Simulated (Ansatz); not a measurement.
# Strain response of Sn

Computed with DFT PBEsol, scalar-relativistic, plane waves, PAW in Ansatz. Settings: 420 eV cutoff, 12×12×8 k-mesh, Gaussian smearing of 0.10 eV, no spin polarisation.

The relaxed crystal:

```
Sn
1.0
     3.27035    3.27035    0.00000
    -3.27035    3.27035    0.00000
     0.00000    0.00000    6.54070
Sn
4
Direct
  0.00000 0.00000 0.50000
  0.00000 0.50000 0.25000
  0.50000 0.50000 0.00000
  0.50000 0.00000 0.75000
```

Deformation: all cell vectors scaled alike, the atoms relaxed, all within the symmetry that the strain leaves. Energies are extrapolated to zero smearing.

```
strain (%)  ΔE (meV/atom) a (Å) b (Å) c (Å)
      -3.0           40.7  4.486  4.486  6.344
      -2.0           17.2  4.532  4.532  6.410
      -1.0            4.0  4.579  4.579  6.475
      +0.0            0.0  4.625  4.625  6.541
      +1.0            4.1  4.671  4.671  6.606
      +2.0           15.5  4.717  4.717  6.672
      +3.0           33.4  4.764  4.764  6.737
```

**Question.** What stiffness (1/V) d²E/dε² at zero strain does a cubic fit over all points give?

**Answer.** A cubic fit gives (1/V) d²E/dε² = 377 GPa at zero strain (nine times the bulk modulus at fixed shape).

Cost: 7 runs of about 4.4 core-minutes in all, on Arm Neoverse V1 (shared hosts).